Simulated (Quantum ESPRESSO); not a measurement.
Write the native input for Quantum ESPRESSO 7.5 that does the following.

* Task: density of states
* Functional: PBEsol
* Potentials or basis: Ansatz NC SR PBE
* Cutoff: 1401 eV
* Density cutoff: 5606 eV
* k mesh: 6 × 6 × 6
* Occupations: fixed
* Spin: collinear spin, ferromagnetic start
* Starting moments: [1.0, 0.0, 0.0] μB
* Fixed moment: 2 μB
* Mixing beta: 0.3
* Most SCF iterations: 120
* SCF threshold: 6e-10 Ry
* Dos occupations: tetrahedra_opt

The system is Si2Ni.

```
Ni Si
1.0
     0.00000    2.70300    2.70300
     2.70300    0.00000    2.70300
     2.70300    2.70300    0.00000
Ni Si
1 2
Direct
  0.00000 0.00000 0.00000
  0.75000 0.75000 0.75000
  0.25000 0.25000 0.25000
```

The input as run:

pw.in

```
&CONTROL
  calculation = 'scf'
  prefix = 'pwscf'
  outdir = './tmp'
  pseudo_dir = './pseudo'
  tprnfor = .true.
  tstress = .true.
  disk_io = 'low'
/
&SYSTEM
  ibrav = 0
  nat = 3
  ntyp = 2
  ecutwfc = 103
  nbnd = 23
  input_dft = 'pbesol'
  occupations = 'fixed'
  nspin = 2
  starting_magnetization(1) = 0.0556
  starting_magnetization(2) = 0
  tot_magnetization = 2
/
&ELECTRONS
  conv_thr = 6d-10
  electron_maxstep = 120
  mixing_beta = 0.3
/
ATOMIC_SPECIES
Ni    58.6934 Ni.upf
Si    28.0850 Si.upf
CELL_PARAMETERS bohr
   0.0000000000    5.1079297149    5.1079297149
   5.1079297149    0.0000000000    5.1079297149
   5.1079297149    5.1079297149    0.0000000000
ATOMIC_POSITIONS bohr
Ni     0.0000000000    0.0000000000    0.0000000000
Si     7.6618945723    7.6618945723    7.6618945723
Si     2.5539648574    2.5539648574    2.5539648574
K_POINTS automatic
6 6 6 0 0 0
```

pp_density.in

```
&INPUTPP
  prefix = 'pwscf'
  outdir = './tmp'
  filplot = 'density.dat'
  plot_num = 0
/
&PLOT
  nfile = 1
  filepp(1) = 'density.dat'
  iflag = 3
  output_format = 6
  fileout = 'density.cube'
/
```

pp_potential.in

```
&INPUTPP
  prefix = 'pwscf'
  outdir = './tmp'
  filplot = 'potential.dat'
  plot_num = 11
/
&PLOT
  nfile = 1
  filepp(1) = 'potential.dat'
  iflag = 3
  output_format = 6
  fileout = 'potential.cube'
/
```

pp_spin.in

```
&INPUTPP
  prefix = 'pwscf'
  outdir = './tmp'
  filplot = 'spin.dat'
  plot_num = 6
/
&PLOT
  nfile = 1
  filepp(1) = 'spin.dat'
  iflag = 3
  output_format = 6
  fileout = 'spin.cube'
/
```

pp_elf.in

```
&INPUTPP
  prefix = 'pwscf'
  outdir = './tmp'
  filplot = 'elf.dat'
  plot_num = 8
/
&PLOT
  nfile = 1
  filepp(1) = 'elf.dat'
  iflag = 3
  output_format = 6
  fileout = 'elf.cube'
/
```

nscf.in

```
&CONTROL
  calculation = 'nscf'
  prefix = 'pwscf'
  outdir = './tmp'
  pseudo_dir = './pseudo'
  disk_io = 'low'
/
&SYSTEM
  ibrav = 0
  nat = 3
  ntyp = 2
  ecutwfc = 103
  nbnd = 23
  input_dft = 'pbesol'
  occupations = 'tetrahedra_opt'
  nspin = 2
  starting_magnetization(1) = 0.0556
  starting_magnetization(2) = 0
/
&ELECTRONS
  conv_thr = 1d-08
  electron_maxstep = 120
  mixing_beta = 0.3
/
ATOMIC_SPECIES
Ni    58.6934 Ni.upf
Si    28.0850 Si.upf
CELL_PARAMETERS bohr
   0.0000000000    5.1079297149    5.1079297149
   5.1079297149    0.0000000000    5.1079297149
   5.1079297149    5.1079297149    0.0000000000
ATOMIC_POSITIONS bohr
Ni     0.0000000000    0.0000000000    0.0000000000
Si     7.6618945723    7.6618945723    7.6618945723
Si     2.5539648574    2.5539648574    2.5539648574
K_POINTS automatic
9 9 9 0 0 0
```

dos.in

```
&DOS
  prefix = 'pwscf'
  outdir = './tmp'
  fildos = 'dos.dat'
  Emin = -15
  Emax = 10
  DeltaE = 0.05
/
```

Potentials or basis: Ansatz NC SR PBE.

The run is started by

```sh
$ OMP_NUM_THREADS=1 pw.x -in pw.in > pw.out
$ OMP_NUM_THREADS=1 pp.x -in pp_density.in > pp_density.out
$ OMP_NUM_THREADS=1 pp.x -in pp_potential.in > pp_potential.out
$ OMP_NUM_THREADS=1 pp.x -in pp_spin.in > pp_spin.out
$ OMP_NUM_THREADS=1 pp.x -in pp_elf.in > pp_elf.out
$ OMP_NUM_THREADS=1 pw.x -in nscf.in > nscf.out
$ OMP_NUM_THREADS=1 dos.x -in dos.in > dos.out
```

Results of the run:

* Pressure: 13.6 GPa
* Net moment: 2.00 μB per cell
* Absolute moment: 2.00 μB per cell
* Site moments: Ni +0.89; Si +0.26 μB
* Valence electrons inside the program's atomic spheres: Ni 16.53; Si 1.78

Caveat: the potentials were made for another functional, which shifts forces and pressure; the total moment is fixed, so each spin has its own Fermi level.

Wall time 110 s on 1 thread of Intel(R) Xeon(R) Platinum 8559C (Emerald Rapids) (shared host), peak memory 0.19 GiB.
